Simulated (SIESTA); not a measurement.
The system is Cd.

```
Cd
1.0
     0.00000    2.21815    2.21815
     2.21815    0.00000    2.21815
     2.21815    2.21815    0.00000
Cd
1
Cartesian
  0.0000 0.0000 0.0000
```

This isn't the form of Cd at room conditions, which is hcp.

* Program: SIESTA 5.4.2
* Task: single point
* Functional: PBE
* Potentials or basis: PseudoDojo 0.4 standard (PBE files)
* Basis: DZP (energy shift 0.003 Ry; two zetas on semicore shells)
* Grid cutoff: 800 Ry
* Energy shift: 0.003 Ry
* k mesh: 10 × 10 × 10
* Occupations: fermi-dirac, width 0.05 eV
* Spin: no spin polarisation

On this cell: pressure 1.8 GPa; band gap on the k mesh none (metal or under the smearing width).

The same run follows on a disturbed copy (cell strained at random at fixed volume):

```xyz
1
Lattice="-0.0280 2.2260 2.2231 2.1871 -0.0156 2.2107 2.1880 2.2144 -0.0165" Properties=species:S:1:pos:R:3 pbc="T T T"
Cd   -0.0040   -0.0322   -0.0091
```

Problem. What changes?

Solution. The energy (extrapolated to zero smearing) moves by -1.2 meV/atom; pressure 1.9 GPa; band gap on the k mesh none (metal or under the smearing width).

Stress tensor (GPa, compression positive):
```
 1.89 -0.38 -0.37
-0.38  1.83 -0.18
-0.37 -0.18  1.84
```

The energy falls, though the first cell shows no forces: that form is unstable against this distortion, unless noise or another electronic state is at work.

Caveats: the basis of atomic orbitals isn't converged, which shifts pressures, moduli and gaps.
